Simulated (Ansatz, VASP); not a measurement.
**Two plane-wave programs on I**

```
I
1.0
    -1.58994    1.63206    4.23669
     1.68421   -1.64020    4.27552
     1.55534    1.60560   -4.23977
I
1
Direct
  0.00275 0.01163 0.01539
```

Change from the starting cell: cell strained at random at fixed volume.

Alike in both runs: task single point; functional PBE; k mesh 11 × 11 × 11; occupations fermi-dirac, width 0.05 eV; no spin polarisation.

```csv
,VASP,Ansatz
version,VASP 6.6.1,Ansatz 0.2.0
potentials or method,"VASP PAW PBE potentials, release 64 (I)",Ansatz PAW
plane-wave cutoff (eV),520,420
valence electrons in the cell,7,17
```

```tsv
	VASP	Ansatz	Ansatz less VASP
gap on the k mesh at the Fermi level (eV)	none	none	-
pressure (GPa)	0.0	0.1	+0.03
largest component of the traceless stress (GPa)	0.13	0.12	-0.018
```

A gap of «none» marks a metal or a gap that the smearing closes. With one functional, cell and mesh, what is left measures potentials, basis and numerics. The two sets of potentials don't hold the same shells in valence.

Caveats: an odd number of electrons without spin polarisation forces a metal; a magnetic or distorted state may lie lower. Spin-orbit coupling is left out, which matters for the levels of I.
